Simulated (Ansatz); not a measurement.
## Lattice dynamics at Γ of NaH (h-MgO type)

Perturbation theory with PBEsol in the PAW code Ansatz on the PBEsol cell, ground state and force constants on a 6×6×4 mesh. The calculation is spin-unpolarised, and the structure need not be a phase that has been made.

Space group P6_3/mmc (No. 194), hexagonal; conventional cell a = 3.942 Å, c = 4.833 Å, 16.26 Å³ an atom. Around Na lie 5 H at 2.28–2.42 Å; around H lie 5 Na at 2.28–2.42 Å.

```yaml
crystal:
  lattice:
    - [3.94206, 0.00000, 0.00000]
    - [-1.97103, 3.41392, 0.00000]
    - [0.00000, 0.00000, 4.83251]
  atoms:
    - { symbol: Na, position: [0.33333, 0.66667, 0.25000] }
    - { symbol: Na, position: [0.66667, 0.33333, 0.75000] }
    - { symbol: H, position: [0.66667, 0.33333, 0.25000] }
    - { symbol: H, position: [0.33333, 0.66667, 0.75000] }
```

Optical modes without the longitudinal term:
```
ω (cm⁻¹)  degeneracy  IR intensity, summed over the level ((D/Å)²/amu)
     144           2                                              0.00
     195           1                                              0.00
     451           1                                             45.59
     645           2                                             73.46
     739           2                                              0.00
     803           1                                              0.00
```

The zone-centre optical frequencies run from 144 to 803 cm⁻¹, none imaginary (the rest of the zone wasn't tested). With the long-range field the highest mode reaches 913 cm⁻¹. By the program's warning the force constants, and with them frequencies and ε⁰, aren't converged on this mesh. Of the real levels 2 are infrared active, the strongest at 645 cm⁻¹.

ε∞: 2.88 along x and y, 2.93 along z. With the ions relaxed, ε⁰ is 5.8 along x and y, 10.3 along z. Born charges, averaged over directions: Na +0.91, H -0.91 e.

For comparison, on the r2SCAN cell the mean ε∞ is 2.60 with r2SCAN (ground state on 6×6×4; least gap 3.67 eV), 2.78 with PBE (ground state on 6×6×4; least gap 3.33 eV).
